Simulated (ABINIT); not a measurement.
# WC (Qusongite) (P-6m2) in ABINIT: reference runs

How does WC (Qusongite) come out in PBE? The cell is run as given and disturbed.

All numbers are computed with ABINIT 10.8.3 (patched build); they aren't measurements. Logs are shortened: lines on timing, memory, paths and dates and some standing lists are left out, and cuts for length are marked. The log counts tension as positive stress, the text compression.

## 1. The crystal as given

Symmetry: P-6m2, No. 187, hexagonal system. Conventional cell: a = 2.907 Å, b = 2.907 Å, c = 2.837 Å, α = 90.00°, β = 90.00°, γ = 120.00°. W (site symmetry -6m2) is surrounded by 6 C at 2.20 Å. Around C (site symmetry -6m2) lie 6 W at 2.20 Å.

## 2. Single point, PBE

File run.abi:

```
# Pseudopotentials
pp_dirpath "./"
pseudos "W.GGA_PBE-JTH.xml, C.GGA_PBE-JTH.xml"

# Structure
structure "poscar:POSCAR"
natom 2

# Plane-wave basis
ecut 19.0
pawecutdg 38.0

# k points
kptopt 1
ngkpt 10 10 9
nshiftk 1
shiftk 0.0 0.0 0.0

# Exchange and correlation
ixc 11

# Bands and occupations
nband 13
occopt 3
tsmear 0.00183747

# SCF cycle
nstep 100
tolvrs 1.0e-9

# Output
iomode 3
prtwf 0
prtden 0
prteig 0
prtebands 0
enunit 1
```

File POSCAR:

```
WC
1.0
    2.9065000000      0.0000000000      0.0000000000
   -1.4532500000      2.5171028361      0.0000000000
    0.0000000000      0.0000000000      2.8366000000
W C
1 1
Direct
    0.0000000000      0.0000000000      0.0000000000  W
    0.6666666667      0.3333333333      0.5000000000  C
```

Potentials or basis: JTH PAW PBE v2.0.

Started as:

```bash
abinit run.abi > log 2>&1
```

run.abo:

```text
.Version 10.8.3 of ABINIT
 Symmetries : space group P-6 m 2 (#187); Bravais hP (primitive hexag.)
================================================================================
 Values of the parameters that define the memory need of the present run
     intxc =       0    ionmov =       0      iscf =      17    lmnmax =      18
     lnmax =       6     mgfft =      24  mpssoang =       3    mqgrid =    3001
     natom =       2  nloc_mem =       2    nspden =       1   nspinor =       1
    nsppol =       1      nsym =      12    n1xccc =       1    ntypat =       2
    occopt =       3   xclevel =       2
       mpw =         569          nfft =       13824          nkpt =          70
 PAW method is used; the additional fine FFT grid is defined by:
   mgfftf=        32    nfftf =     30720
================================================================================
================================================================================

--------------------------------------------------------------------------------
------------- Echo of variables that govern the present computation ------------
--------------------------------------------------------------------------------
 -outvars: echo values of preprocessed input variables --------
            acell      1.0000000000E+00  1.0000000000E+00  1.0000000000E+00 Bohr
              amu      1.83850000E+02  1.20110000E+01
             ecut      1.90000000E+01 Hartree
           enunit           1
                       outvar_i_n : Printing only first  50 k-points.
              ixc          11
                       outvar_i_n : Printing only first  50 k-points.
         kptrlatt       10    0    0      0   10    0      0    0    9
          kptrlen      4.82435742E+01
            natom           2
            nband          13
            ngfft          24      24      24
          ngfftdg          32      32      30
             nkpt          70
            nstep         100
             nsym          12
           ntypat           2
                       prtocc : prtvol=0, do not print more k-points.
           occopt           3
        pawecutdg      3.80000000E+01 Hartree
         pawxcdev           0
           prtden           0
        prtebands           0
           prteig           0
            prtwf           0
            rprim      5.4924889850E+00  0.0000000000E+00  0.0000000000E+00
                      -2.7462444925E+00  4.7566349910E+00  0.0000000000E+00
                       0.0000000000E+00  0.0000000000E+00  5.3603971288E+00
          spgroup         187
           tolvrs      1.00000000E-09
           tsmear      1.83747000E-03 Hartree
            typat      1  2
           useylm           1
                       outvars : Printing only first  50 k-points.
           xangst      0.0000000000E+00  0.0000000000E+00  0.0000000000E+00
                       1.4532500000E+00  8.3903427870E-01  1.4183000000E+00
            xcart      0.0000000000E+00  0.0000000000E+00  0.0000000000E+00
                       2.7462444925E+00  1.5855449970E+00  2.6801985644E+00
             xred      0.0000000000E+00  0.0000000000E+00  0.0000000000E+00
                       6.6666666667E-01  3.3333333333E-01  5.0000000000E-01
            znucl       74.00000    6.00000

================================================================================

 chkinp: Checking input parameters for consistency.

================================================================================
== DATASET  1 ==================================================================

--- !DatasetInfo
iteration_state: {dtset: 1, }
dimensions: {natom: 2, nkpt: 70, mband: 13, nsppol: 1, nspinor: 1, nspden: 1, mpw: 569, }
cutoff_energies: {ecut:  19.0, pawecutdg:  38.0, }
electrons: {nelect:   1.80000000E+01, charge:   0.00000000E+00, occopt:   3.00000000E+00, tsmear:   1.83747000E-03, }
meta: {optdriver: 0, ionmov: 0, optcell: 0, iscf: 17, paral_kgb: 0, }
...

 Exchange-correlation functional for the present dataset will be:
  GGA: Perdew-Burke-Ernzerhof functional - ixc=11
  J.P.Perdew, K.Burke, M.Ernzerhof, PRL 77, 3865 (1996)

 Real(R)+Recip(G) space primitive vectors, cartesian coordinates (Bohr,Bohr^-1):
 R(1)=  5.4924890  0.0000000  0.0000000  G(1)=  0.1820668  0.1051163  0.0000000
 R(2)= -2.7462445  4.7566350  0.0000000  G(2)=  0.0000000  0.2102327  0.0000000
 R(3)=  0.0000000  0.0000000  5.3603971  G(3)=  0.0000000  0.0000000  0.1865533
 Unit cell volume ucvol=  1.4004448E+02 bohr^3
 Angles (23,13,12)=  9.00000000E+01  9.00000000E+01  1.20000000E+02 degrees

 Coarse grid specifications (used for wave-functions):

 getcut: wavevector=  0.0000  0.0000  0.0000  ngfft=  24  24  24
         ecut(hartree)=     19.000   => boxcut(ratio)=   2.22690

 getcut : COMMENT -
  Note that boxcut > 2.2 ; recall that boxcut=Gcut(box)/Gcut(sphere) = 2
  is sufficient for exact treatment of convolution.
  Such a large boxcut is a waste : you could raise ecut
  e.g. ecut=   23.555583 Hartrees makes boxcut=2

 Fine grid specifications (used for densities):

 getcut: wavevector=  0.0000  0.0000  0.0000  ngfft=  32  32  30
         ecut(hartree)=     38.000   => boxcut(ratio)=   2.01682

--- Pseudopotential description ------------------------------------------------
- pspini: atom type   1  psp file is ./W.GGA_PBE-JTH.xml
 Pseudopotential format is: paw10
 basis_size (lnmax)=  6 (lmn_size= 18), orbitals=   0   0   1   1   2   2
 Spheres core radius: rc_sph= 2.41188978
 Shapefunction is BESSEL type: shapef(r,l)=aa(1,l)*jl(q(1,l)*r)+aa(2,l)*jl(q(2,l)*r)
 Radius for shape functions =  2.10354610
 Compensation charge density is not taken into account in XC energy/potential

- pspini: atom type   2  psp file is ./C.GGA_PBE-JTH.xml
 Pseudopotential format is: paw10
 basis_size (lnmax)=  4 (lmn_size=  8), orbitals=   0   0   1   1
 Spheres core radius: rc_sph= 1.50736703
 Shapefunction is SIN type: shapef(r)=[sin(pi*r/rshp)/(pi*r/rshp)]**2
 Radius for shape functions =  1.30052589
 Compensation charge density is not taken into account in XC energy/potential

   9.26042540E+02                                ecore*ucvol(ha*bohr**3)
--------------------------------------------------------------------------------

[... 7 lines left out ...]

     iter   Etot(hartree)      deltaE(h)  residm     nres2
 ETOT  1  -72.299549118480    -7.230E+01 1.370E+01 6.033E+00
 ETOT  2  -74.820004582868    -2.520E+00 5.227E-02 7.089E+00
 ETOT  3  -74.793320549119     2.668E-02 1.535E-02 1.148E+00
 ETOT  4  -74.791368633505     1.952E-03 4.596E-03 4.039E-01
 ETOT  5  -74.789805808094     1.563E-03 1.177E-03 3.117E-02
 ETOT  6  -74.789903083284    -9.728E-05 7.906E-04 1.212E-03
 ETOT  7  -74.789929566336    -2.648E-05 2.220E-04 1.217E-03
 ETOT  8  -74.789925037654     4.529E-06 5.251E-04 1.911E-05
 ETOT  9  -74.789925342580    -3.049E-07 1.560E-04 1.813E-05
 ETOT 10  -74.789925285340     5.724E-08 2.069E-04 4.146E-07
 ETOT 11  -74.789925289843    -4.503E-09 7.236E-05 5.217E-08
 ETOT 12  -74.789925290083    -2.397E-10 8.240E-05 2.151E-08
 ETOT 13  -74.789925290005     7.809E-11 3.074E-05 1.742E-09
 ETOT 14  -74.789925290004     7.816E-13 3.390E-05 2.616E-10

 At SCF step   14       nres2   =  2.62E-10 < tolvrs=  1.00E-09 =>converged.

 Cartesian components of stress tensor (hartree/bohr^3)
  sigma(1 1)= -2.18473747E-04  sigma(3 2)=  0.00000000E+00
  sigma(2 2)= -2.18473747E-04  sigma(3 1)=  0.00000000E+00
  sigma(3 3)= -2.01526563E-04  sigma(2 1)=  0.00000000E+00

--- !ResultsGS
iteration_state: {dtset: 1, }
comment   : Summary of ground state results
lattice_vectors:
- [  5.4924890,   0.0000000,   0.0000000, ]
- [ -2.7462445,   4.7566350,   0.0000000, ]
- [  0.0000000,   0.0000000,   5.3603971, ]
lattice_lengths: [   5.49249,    5.49249,    5.36040, ]
lattice_angles: [ 90.000,  90.000, 120.000, ] # degrees, (23, 13, 12)
lattice_volume:   1.4004448E+02
convergence: {deltae:  7.816E-13, res2:  2.616E-10, residm:  3.390E-05, diffor: null, }
etotal    :  -7.47899253E+01
entropy   :   0.00000000E+00
fermie    :   3.66320746E-01
cartesian_stress_tensor: # hartree/bohr^3
- [ -2.18473747E-04,   0.00000000E+00,   0.00000000E+00, ]
- [  0.00000000E+00,  -2.18473747E-04,   0.00000000E+00, ]
- [  0.00000000E+00,   0.00000000E+00,  -2.01526563E-04, ]
pressure_GPa:   6.2615E+00
xred      :
- [  0.0000E+00,   0.0000E+00,   0.0000E+00,  W]
- [  6.6667E-01,   3.3333E-01,   5.0000E-01,  C]
cartesian_forces: # hartree/bohr
- [  1.18730327E-29,   2.14491990E-29,  -0.00000000E+00, ]
- [ -1.18730327E-29,  -2.14491990E-29,  -0.00000000E+00, ]
force_length_stats: {min:   2.45160568E-29, max:   2.45160568E-29, mean:   2.45160568E-29, }
...

 Integrated electronic density in atomic spheres:
 ------------------------------------------------
 Atom  Sphere_radius  Integrated_density
    1        2.41189         11.87116365
    2        1.50737          2.48212004

================================================================================

 ----iterations are completed or convergence reached----

 Mean square residual over all n,k,spin=   49.787E-09; max=  33.903E-06
 reduced coordinates (array xred) for    2 atoms
       0.000000000000      0.000000000000      0.000000000000
       0.666666666667      0.333333333333      0.500000000000
 rms dE/dt=  1.3605E-28; max dE/dt=  2.7347E-28; dE/dt below (all hartree)
    1      -0.000000000000      0.000000000000      0.000000000000
    2      -0.000000000000      0.000000000000      0.000000000000

 cartesian coordinates (angstrom) at end:
    1      0.00000000000000     0.00000000000000     0.00000000000000
    2      1.45325000000000     0.83903427870000     1.41830000000000

 cartesian forces (hartree/bohr) at end:
    1      0.00000000000000     0.00000000000000    -0.00000000000000
    2     -0.00000000000000    -0.00000000000000    -0.00000000000000
 frms,max,avg= 1.4154352E-29 2.1449199E-29   0.000E+00  0.000E+00  0.000E+00 h/b

 cartesian forces (eV/Angstrom) at end:
    1      0.00000000000000     0.00000000000000    -0.00000000000000
    2     -0.00000000000000    -0.00000000000000    -0.00000000000000
 frms,max,avg= 7.2784605E-28 1.1029622E-27   0.000E+00  0.000E+00  0.000E+00 e/A
 length scales=  1.000000000000  1.000000000000  1.000000000000 bohr
              =  0.529177210544  0.529177210544  0.529177210544 angstroms
 Fermi (or HOMO) energy (eV) =   9.96810   Average Vxc (eV)= -13.55549
 Eigenvalues (   eV  ) for nkpt=  70  k points:
 kpt#   1, nband= 13, wtk=  0.00111, kpt=  0.0000  0.0000  0.0000 (reduced coord)
 -64.06048  -28.03491  -27.92889  -27.92889   -4.49289    5.65407    6.63611    6.63611
  10.05689   13.20648   13.20648   15.59615   15.59620
 prteigrs : prtvol=0 or 1, do not print more k-points.

--- !EnergyTerms
iteration_state     : {dtset: 1, }
comment             : Components of total free energy in Hartree
kinetic             :  1.01134873706295E+01
hartree             :  1.07188961636394E+01
xc                  : -9.84200384296404E+00
Ewald energy        : -6.60113242821039E+01
psp_core            :  6.61248881715230E+00
local_psp           : -3.06591711712578E+01
PAW spherical_terms :  4.27777433171568E+00
internal            : -7.47898526131890E+01
'-kT*entropy'       : -6.83399741746245E-05
total_energy        : -7.47899209531631E+01
total_energy_eV     : -2.03513742636291E+03
...

--- !EnergyTermsDC
iteration_state     : {dtset: 1, }
comment             : '"Double-counting" decomposition of free energy'
band_energy         : -9.19060108779871E+00
Ewald energy        : -6.60113242821039E+01
psp_core            :  6.61248881715230E+00
xc_dc               : -1.40476471949966E+01
PAW spherical_terms :  7.84722679771679E+00
internal            : -7.47898569500301E+01
'-kT*entropy'       : -6.83399741746245E-05
total_energy_dc     : -7.47899252900043E+01
total_energy_dc_eV  : -2.03513754437437E+03
...

--- !EnergyTermsWithPAWCore
iteration_state     : {dtset: 1, }
comment             : 'Components of total free energy, including PAW core contributions'
Total energy        : -1.61810461595186E+04
Total energy DC     : -1.61810461638554E+04
Total energy (eV)   : -4.40308696910707E+05
Total energy DC (eV): -4.40308697028718E+05
...

 Cartesian components of stress tensor (hartree/bohr^3)
  sigma(1 1)= -2.18473747E-04  sigma(3 2)=  0.00000000E+00
  sigma(2 2)= -2.18473747E-04  sigma(3 1)=  0.00000000E+00
  sigma(3 3)= -2.01526563E-04  sigma(2 1)=  0.00000000E+00

-Cartesian components of stress tensor (GPa)         [Pressure=  6.2615E+00 GPa]
- sigma(1 1)= -6.42771955E+00  sigma(3 2)=  0.00000000E+00
- sigma(2 2)= -6.42771955E+00  sigma(3 1)=  0.00000000E+00
- sigma(3 3)= -5.92911618E+00  sigma(2 1)=  0.00000000E+00

== END DATASET(S) ==============================================================
================================================================================

 -outvars: echo values of variables after computation  --------
            acell      1.0000000000E+00  1.0000000000E+00  1.0000000000E+00 Bohr
           etotal     -7.4789925290E+01
            fcart      1.1873032732E-29  2.1449198983E-29 -0.0000000000E+00
                      -1.1873032732E-29 -2.1449198983E-29 -0.0000000000E+00
            rprim      5.4924889850E+00  0.0000000000E+00  0.0000000000E+00
                      -2.7462444925E+00  4.7566349910E+00  0.0000000000E+00
                       0.0000000000E+00  0.0000000000E+00  5.3603971288E+00
           strten     -2.1847374674E-04 -2.1847374676E-04 -2.0152656276E-04
                       0.0000000000E+00  0.0000000000E+00  0.0000000000E+00
           xangst      0.0000000000E+00  0.0000000000E+00  0.0000000000E+00
                       1.4532500000E+00  8.3903427870E-01  1.4183000000E+00
             xred      0.0000000000E+00  0.0000000000E+00  0.0000000000E+00
                       6.6666666667E-01  3.3333333333E-01  5.0000000000E-01
 Calculation completed.
```

Run time: 21 s. Hardware: 1 thread of Arm Neoverse V1, shared host; peak memory 0.11 GiB.

What came out:

* Free energy: -2035.1375 eV
* Pressure: 6.3 GPa
* Band gap on the k mesh: none (metal or under the smearing width)
* Valence electrons inside the program's atomic spheres: W 11.87; C 2.48

Levels at points of the mesh, in eV from the Fermi level:
```csv
k point,band 5,band 6,band 7,band 8,band 9,band 10,band 11,band 12,band 13
"(0.00, 0.00, 0.00)",-14.46,-4.31,-3.33,-3.33,0.09,3.24,3.24,5.63,5.63
"(0.50, 0.00, 0.00)",-11.11,-7.04,-3.62,-3.57,-0.46,2.35,4.54,4.89,6.88
```

(Continued in part 2 of 2.)
